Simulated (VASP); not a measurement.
# Li (R-3m) in VASP: notebook

The runs below take Li through relaxation of cell and atoms, with PBE.

Everything below comes from runs of VASP 6.6.1. Logs are shortened: lines on timing, memory, paths and dates and some standing lists are left out, and cuts for length are marked.

### Step 1. The crystal as given

The structure is trigonal, space group R-3m (No. 166). The conventional cell has a = 3.101 Å, b = 3.101 Å, c = 22.765 Å, α = 90.00°, β = 90.00°, γ = 120.00°. Li (site symmetry -3m) has 12 Li at 3.10 Å as nearest neighbours. Li (site symmetry 3m) is surrounded by 12 Li at 3.09 to 3.10 Å.

This isn't the form of Li at room conditions, which is bcc.

### Step 2. Relaxation of cell and atoms, PBE

Input file INCAR:

```
SYSTEM = Li
PREC     = Accurate       ! precision mode
ENCUT    = 520            ! plane-wave cutoff, eV
EDIFF    = 1E-6           ! SCF threshold, eV
ISMEAR   = 0              ! smearing method
SIGMA    = 0.1            ! smearing width, eV
LREAL    = .False.        ! projectors in reciprocal space
LASPH    = .True.         ! aspherical terms in the spheres
NELM     = 120            ! most SCF steps
ALGO     = Normal         ! electronic algorithm
ISIF     = 3              ! what is computed and relaxed
LWAVE    = .False.        ! write WAVECAR
LCHARG   = .False.        ! write CHGCAR
GGA      = PE             ! functional
IBRION   = 2              ! ionic algorithm
NSW      = 90             ! ionic steps
EDIFFG   = -0.01          ! ionic threshold
```

Input file KPOINTS:

```
regular mesh
0
Gamma
  13 13 13
  0 0 0
```

Input file POSCAR:

```
Li
1.0
    1.5505000000      0.8951815900      7.5883000000
   -1.5505000000      0.8951815900      7.5883000000
    0.0000000000     -1.7903631800      7.5883000000
Li
3
Direct
    0.0000000000      0.0000000000      0.0000000000
    0.2220000000      0.2220000000      0.2220000000
    0.7780000000      0.7780000000      0.7780000000
```

Potentials or basis: VASP PAW PBE potentials, release 64 (Li_sv).

On the command line:

```bash
cat potpaw_PBE.64/Li_sv/POTCAR > POTCAR
mpirun -np 1 vasp_std > vasp.out
```

OUTCAR:

```text
SYSTEM = Li
   PREC = Accurate
   ENCUT = 520
   EDIFF = 1E-6
   ISMEAR = 0
   LREAL = .False.
   LASPH = .True.
   NELM = 120
   ISIF = 3
   GGA = PE
   IBRION = 2
   NSW = 90
   EDIFFG = -0.01

 ion  position               nearest neighbor table
   1  0.000  0.000  0.000-
   2  0.222  0.222  0.222-
   3  0.778  0.778  0.778-

  LATTYP: Found a trigonal (rhomboedric) cell.
 ALAT       =     7.7966465368
 COS(alpha) =     0.9209033949

  Lattice vectors:

 A1 = (   1.5505000000,   0.8951815900,   7.5883000000)
 A2 = (  -1.5505000000,   0.8951815900,   7.5883000000)
 A3 = (   0.0000000000,  -1.7903631800,   7.5883000000)

Analysis of symmetry for initial positions (statically):
=====================================================================
 Subroutine PRICEL returns:
 Original cell was already a primitive cell.

 Routine SETGRP: Setting up the symmetry group for a
 trigonal (rhombohedral) supercell.

 Subroutine GETGRP returns: Found 12 space group operations
 (whereof 12 operations were pure point group operations)
 out of a pool of 12 trial point group operations.

The static configuration has the point symmetry D_3d.

Analysis of symmetry for dynamics (positions and initial velocities):
=====================================================================
 Subroutine PRICEL returns:
 Original cell was already a primitive cell.

 Routine SETGRP: Setting up the symmetry group for a
 trigonal (rhombohedral) supercell.

 Subroutine GETGRP returns: Found 12 space group operations
 (whereof 12 operations were pure point group operations)
 out of a pool of 12 trial point group operations.

The dynamic configuration has the point symmetry D_3d.

 Subroutine INISYM returns: Found 12 space group operations
 (whereof 12 operations are pure point group operations),
 and found     1 'primitive' translations

----------------------------------------------------------------------------------------

                                     Primitive cell

  volume of cell :      63.1944

  direct lattice vectors                    reciprocal lattice vectors
     1.550500000  0.895181590  7.588300000     0.322476620  0.186181964  0.043927274
    -1.550500000  0.895181590  7.588300000    -0.322476620  0.186181964  0.043927274
     0.000000000 -1.790363180  7.588300000     0.000000000 -0.372363928  0.043927274

  length of vectors
     7.796646537  7.796646537  7.796646536     0.374945996  0.374945996  0.374945997

  position of ions in fractional coordinates (direct lattice)
     0.000000000  0.000000000  0.000000000
     0.222000000  0.222000000  0.222000000
     0.778000000  0.778000000  0.778000000

  ion indices of the primitive-cell ions
   primitive index   ion index
                 1           1
                 2           2
                 3           3

----------------------------------------------------------------------------------------

 KPOINTS: regular mesh

Automatic generation of k-mesh.
 Grid dimensions read from file:
 generate k-points for:   13   13   13

 Generating k-lattice:

  Cartesian coordinates                     Fractional coordinates (reciprocal lattice)
     0.024805894  0.014321690  0.003379021     0.076923077  0.000000000  0.000000000
    -0.024805894  0.014321690  0.003379021     0.000000000  0.076923077  0.000000000
     0.000000000 -0.028643379  0.003379021     0.000000000  0.000000000  0.076923077

  Length of vectors
     0.028842000  0.028842000  0.028842000

  Shift w.r.t. Gamma in fractional coordinates (k-lattice)
     0.000000000  0.000000000  0.000000000

 Subroutine IBZKPT returns following result:
 ===========================================

 Found    231 irreducible k-points:

 Following reciprocal coordinates:
            Coordinates               Weight
  0.000000  0.000000  0.000000      1.000000
  0.076923 -0.000000  0.000000      6.000000
  0.153846  0.000000  0.000000      6.000000
  0.230769 -0.000000  0.000000      6.000000
  0.307692  0.000000  0.000000      6.000000
  0.384615  0.000000  0.000000      6.000000
[... 16 lines left out ...]
  0.384615  0.153846  0.000000     12.000000
  0.461538  0.153846  0.000000     12.000000
 [... further k-points ...]
   k-points           NKPTS =    231   k-points in BZ     NKDIM =    231   number of bands    NBANDS=      8
   number of dos      NEDOS =    301   number of ions     NIONS =      3
   total plane-waves  NPLWV = 216000
   dimension x,y,z NGX =    60 NGY =   60 NGZ =   60
   dimension x,y,z NGXF=   120 NGYF=  120 NGZF=  120
   ions per type =               3
   NGX,Y,Z   is equivalent  to a cutoff of  12.79, 12.79, 12.79 a.u.
   NGXF,Y,Z  is equivalent  to a cutoff of  25.59, 25.59, 25.59 a.u.
 SYSTEM =  Li
   PREC   = accura    normal or accurate (medium, high low for compatibility)
   ISTART =      0    job   : 0-new  1-cont  2-samecut
   ICHARG =      2    charge: 1-file 2-atom 10-const
   ISPIN  =      1    spin polarized calculation?
   LNONCOLLINEAR =      F non collinear calculations
   LSORBIT =      F    spin-orbit coupling
   LASPH  =      T    aspherical Exc in radial PAW
   ENCUT  =  520.0 eV  38.22 Ry    6.18 a.u.  14.50 14.50 14.50*2*pi/ulx,y,z
   NELM   =    120;   NELMIN=  2; NELMDL= -5     # of ELM steps
   EDIFF  = 0.1E-05   stopping-criterion for ELM
   LREAL  =      F    real-space projection
   EDIFFG = -.1E-01   stopping-criterion for IOM
   NSW    =     90    number of steps for IOM
   IBRION =      2    ionic relax: 0-MD 1-quasi-New 2-CG
   NFREE  =      1    steps in history (QN), initial steepest desc. (CG)
   ISIF   =      3    stress and relaxation
   ISYM   =      2    0-nonsym 1-usesym 2-fastsym
   POTIM  = 0.5000    time-step for ionic-motion
   TEBEG  =    0.0;   TEEND  =   0.0 temperature during run
   PSTRESS=    0.0 pullay stress
   NELECT =       9.0000    total number of electrons
   NUPDOWN=      -1.0000    fix difference up-down
   EMIN   =  10.00;   EMAX   =-10.00  energy-range for DOS
   EFERMI =   0.00;   METHOD = LEGACY
   ISMEAR =     0;   SIGMA  =   0.10  broadening in eV -4-tet -1-fermi 0-gaus
   EFERMI_NEDOS =   21; number of points for ismear=-14 and -15
   IALGO  =     38    algorithm
   IMIX   =      4    mixing-type and parameters
     AMIX     =   0.40;   BMIX     =  1.00
     AMIX_MAG =   1.60;   BMIX_MAG =  1.00
  volume/ion in A,a.u.               =      21.06       142.15
  Fermi-wavevector in a.u.,A,eV,Ry     =   0.854928  1.615579  9.944520  0.730902
  Thomas-Fermi vector in A             =   1.971599
   LORBIT       =      0    0 simple, 1 ext, 2 COOP (PROOUT), +10 PAW based schemes
   GGA     = PE    functional components
   LHFCALC =     F    Hartree Fock is set to
   AEXX    =    0.0000 exact exchange contribution
   IVDW    =     0    specifies the selected vdW correction
   LEPSILON=     F    determine dielectric tensor
   LRPA    =     F    only Hartree local field effects (RPA)
 conjugate gradient relaxation of ions
 non-spin polarized calculation
 Gauss-broadening in eV      SIGMA  =   0.10
  energy-cutoff  :      520.00
  volume of cell :       63.19
 maximum number of plane-waves:      1714
 NGX is ok and might be reduce to    60
   NGX = 29   NGY = 29   NGZ = 29

--------------------------------------- Ionic step        1  -------------------------------------------

 number of electron       9.0000011 magnetization

 Free energy of the ion-electron system (eV)
  ---------------------------------------------------
  ext. energy  EPLUGINS =         0.00000000
  ---------------------------------------------------
  free energy    TOTEN  =        -5.71423622 eV

  energy without entropy =       -5.70518719  energy(sigma->0) =       -5.70971170

------------------------ aborting loop because EDIFF is reached ----------------------------------------

  FORCE on cell =-STRESS in cart. coord.  units (eV):
  Direction    XX          YY          ZZ          XY          YZ          ZX
  --------------------------------------------------------------------------------------
  -------------------------------------------------------------------------------------
  Total       -0.2579899     -0.2579899     -0.1692890      0.0000000      0.0000000     -0.0000000
  in kB       -6.5408562     -6.5408562     -4.2920093      0.0000000      0.0000000     -0.0000000
  external PRESSURE =      -5.7912406 kB  Pullay stress =       0.0000000 kB
[... 170 lines left out ...]
  energy  without entropy=       -5.7106347178  energy(sigma->0) =       -5.71503662

--------------------------------------- Ionic step        6  -------------------------------------------

 number of electron       9.0000012 magnetization

 Free energy of the ion-electron system (eV)
  ---------------------------------------------------
  ext. energy  EPLUGINS =         0.00000000
  ---------------------------------------------------
  free energy    TOTEN  =        -5.71954942 eV

  energy without entropy =       -5.71084140  energy(sigma->0) =       -5.71519541

 E-fermi :   0.6555     XC(G=0):  -7.0551

 val. band max:        0.6505678512   @ k =  -0.4615   0.4615   0.0769
 cond. band min:       0.6626563579   @ k =  -0.1538   0.2308   0.0769
 fundamental gap:      0.0120885067
 Fermi energy:         0.6555414683

 k-point     1 :       0.0000    0.0000    0.0000
  band No.  band energies     occupation
      1     -45.8823      2.00000
      2     -45.8695      2.00000
      3     -45.8691      2.00000
      4      -2.9291      2.00000
      5      -0.9975      2.00000
      6      -0.9973      2.00000
      7       6.2108      0.00000
      8       6.2132      0.00000
[... 243 lines left out ...]
 k-point    24 :       0.4615    0.1538    0.0000
  band No.  band energies     occupation
      1     -45.8651      2.00000
      2     -45.8612      2.00000
      3     -45.8591      2.00000
      4      -0.1986      2.00000
      5       0.9468      0.00004
      6       2.4007      0.00000
      7       4.3571      0.00000
      8       5.7847      0.00000

 [... further k-points ...]

------------------------ aborting loop because EDIFF is reached ----------------------------------------

  FORCE on cell =-STRESS in cart. coord.  units (eV):
  Direction    XX          YY          ZZ          XY          YZ          ZX
  --------------------------------------------------------------------------------------
  -------------------------------------------------------------------------------------
  Total       -0.0033130     -0.0033130      0.0077083      0.0000000      0.0000000      0.0000000
  in kB       -0.0876774     -0.0876774      0.2039958      0.0000000      0.0000000      0.0000000
  external PRESSURE =       0.0095470 kB  Pullay stress =       0.0000000 kB
[... 18 lines left out ...]
  FREE ENERGIE OF THE ION-ELECTRON SYSTEM (eV)
  ---------------------------------------------------
  free  energy   TOTEN  =        -5.7195494153 eV

  energy  without entropy=       -5.7108414036  energy(sigma->0) =       -5.71519541

 reached required accuracy - stopping structural energy minimisation
```

Run time: 10 min. Hardware: 1 thread of Intel Xeon 6975P-C (Granite Rapids), shared host; peak memory 0.55 GiB.

These settings aren't checked as converged: the numbers below hold their error.

Results:

| Item | Value |
| --- | --- |
| Free energy | -5.7195 eV |
| Relaxed volume | 20.18 Å³/atom |
| Relaxed cell | a = 7.742 Å, b = 7.742 Å, c = 7.742 Å, α = 22.68°, β = 22.68°, γ = 22.68° |
| Space group after relaxing (to 0.05 Å) | R-3m (No. 166) |
| Energy gained by relaxing | 1.8 meV/atom |
| Ionic steps | 6 |
| Band gap on the k mesh | none (metal or under the smearing width) |

Caveat: the cutoff is under 1.25 times the usual one of these potentials, so pressure, stress and relaxed cells hold a basis-set (Pulay) error.

### Step 3. Relaxation of cell and atoms, PBE

This run uses another cell than the first one, of 20.18 Å³/atom, 0.958 times its volume.

INCAR: that of step 2 with these lines changed.

```diff
@@ -3,3 +3,3 @@
 ENCUT    = 520            ! plane-wave cutoff, eV
-EDIFF    = 1E-6           ! SCF threshold, eV
+EDIFF    = 1E-7           ! SCF threshold, eV
 ISMEAR   = 0              ! smearing method
@@ -15,3 +15,4 @@
 IBRION   = 2              ! ionic algorithm
-NSW      = 90             ! ionic steps
-EDIFFG   = -0.01          ! ionic threshold
+NSW      = 60             ! ionic steps
+EDIFFG   = -0.005         ! ionic threshold
+POTIM    = 0.3            ! step
```

KPOINTS is that of step 2.

Input file POSCAR:

```
Li                                      
1.0
    1.5224290683      0.8789748301      7.5401677800
   -1.5224290683      0.8789748301      7.5401677800
    0.0000000000     -1.7579496603      7.5401677800
  Li            
     3
Direct
     0.0000000000000000    0.0000000000000000    0.0000000000000000
     0.2221916329635434    0.2221916329635434    0.2221916329635434
     0.7778083670364567    0.7778083670364567    0.7778083670364567
```

Potentials or basis: VASP PAW PBE potentials, release 64 (Li_sv).

On the command line:

```bash
cat potpaw_PBE.64/Li_sv/POTCAR > POTCAR
mpirun -np 1 vasp_std > vasp.out
```

Wall time 4.5 min (1 thread of Intel Xeon 6975P-C (Granite Rapids), shared host); peak memory 0.5 GiB.

The run converged, but some of its settings lie outside the range that counts as converged, so its numbers aren't taken as properties of the crystal.

Results:

```yaml
Free_energy: -5.7181 eV
Relaxed_volume: 20.17 Å³/atom
Relaxed_cell: a = 7.742 Å, b = 7.742 Å, c = 7.742 Å, α = 22.68°, β = 22.68°, γ = 22.68°
Space_group_after_relaxing_to_0.05_Å: R-3m (No. 166)
Energy_gained_by_relaxing: 0.0 meV/atom
Ionic_steps: 2
Band_gap_on_the_k_mesh: none (metal or under the smearing width)
```

Caveat: the cutoff is under 1.25 times the usual one of these potentials, so pressure, stress and relaxed cells hold a basis-set (Pulay) error.
